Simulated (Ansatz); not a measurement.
# ZrO2: straining the crystal, equal strain of all cell vectors

One table from this session's results is given with a row withheld; the runs are named, their logs left out.

Method: DFT r2SCAN, scalar-relativistic, plane waves, PAW, in Ansatz 0.2.0.

2 further runs of the same task are left out: 2 set aside as unsound or not needed.

## Starting point

It takes space group P4_2/nmc (No. 137, tetragonal). Conventional cell: a = 3.601 Å, b = 3.601 Å, c = 5.228 Å, α = 90.00°, β = 90.00°, γ = 90.00°. Zr (site symmetry -4m2) has 4 O at 2.07 Å as nearest neighbours. O (site symmetry 2mm) has 2 Zr at 2.07 Å as nearest neighbours.

Coordinates:

```cif
data_structure
_symmetry_space_group_name_H-M 'P 1'
_symmetry_Int_Tables_number 1
_cell_length_a 3.6014
_cell_length_b 3.6014
_cell_length_c 5.2280
_cell_angle_alpha 90.000
_cell_angle_beta 90.000
_cell_angle_gamma 90.000
_cell_volume 67.81
loop_
_atom_site_label
_atom_site_type_symbol
_atom_site_fract_x
_atom_site_fract_y
_atom_site_fract_z
_atom_site_occupancy
Zr1 Zr 0.00000 0.00000 0.00000 1
Zr2 Zr 0.50000 0.50000 0.50000 1
O1 O 0.00000 0.50000 0.30321 1
O2 O 0.00000 0.50000 0.80321 1
O3 O 0.50000 0.00000 0.69679 1
O4 O 0.50000 0.00000 0.19679 1
```

It goes back to an entry of the Materials Project, which need not be the stable form.

This cell was relaxed beforehand with the same method: volume 11.30 Å³/atom, gap on the mesh 4.62 eV.

The unstrained cell comes from an earlier run at this level (6 atoms, E(σ→0) -10676.2959 eV, gap 4.60 eV over the zone).

The first run:

File input.yaml:

```yaml
crystal:
  lattice:
    - [3.5473316855, 0.0, 0.0]
    - [0.0, 3.5473316855, 0.0]
    - [0.0, 0.0, 5.149548931]
  atoms:
    - { symbol: Zr, position: [0.0, 0.0, 0.0] }
    - { symbol: Zr, position: [0.5, 0.5, 0.5] }
    - { symbol: O, position: [0.0, 0.5, 0.3032142039] }
    - { symbol: O, position: [0.0, 0.5, 0.8032142039] }
    - { symbol: O, position: [0.5, 0.0, 0.6967857961] }
    - { symbol: O, position: [0.5, 0.0, 0.1967857961] }
basis:
  ecutwfc: 500
kpoints:
  mp_grid: { grid: [6, 6, 6] }
hamiltonian:
  xc: r2scan
scf:
  occupations: { method: gaussian, width: 0.02 }
output:
  forces: true
  stress: true
  eigenvalues: true
relax:
  adjacent_minimum: "off"
  f_tol: 0.008
  max_steps: 40
```

Command:

```bash
ansatz run input.yaml --threads 1 --pin off --max-ram 2560MiB --backend cpu --events-out ev --progress --plain --runs-dir out
```

Among the steps run: Strain -1.5 %; Band edges over the zone at -1.5 %; The cell strained by +1.5 %; Seeking the band edges at +1.5 %; At -3.0 %; Band edges over the zone at -3.0 %; Strain +3.0 %; Band edges over the zone at +3.0 %; Strain -4.5 %; Seeking the band edges at -4.5 %; Strain +4.5 %; Band edges over the zone at +4.5 %.

One table of the session follows, with a row left open; its other results are not shown here.

Lengths are those of the vectors of the cell that was run; stresses in GPa:

```
strain (%)  ΔE (meV/atom)  a (Å)  b (Å)  c (Å)
      -4.5          149.1  3.439  3.439  4.993
      -3.0           62.5  3.493  3.493  5.071
      -1.5           14.7  3.547  3.547  5.150
      +0.0            0.0  3.601  3.601  5.228
      +1.5           13.2  3.655  3.655  5.306
      +3.0              ?      ?      ?      ?
      +4.5          106.1  3.763  3.763  5.463
```

Estimate the missing values for strain (%) = +3.0.

Worked estimate for «ΔE (meV/atom)». A straight line through the neighbours (1.5, 13.2) and (4.5, 106.1) gives 13.2 + (106.1 − 13.2) × (3.0 − 1.5) / (4.5 − 1.5) = 59.6; a parabola fitted to 3 rows on both sides gives 48.6.

**Answer.** ΔE (meV/atom): 49.8; a (Å): 3.709; b (Å): 3.709; c (Å): 5.385. In «ΔE (meV/atom)» the line misses by +9.8 and the parabola by -1.2.

ΔE is over the unstrained cell. Stress in GPa, positive in compression, on the Cartesian axes of the input.

Limits of these values: Warnings in the runs' records: stress scf threshold loose.
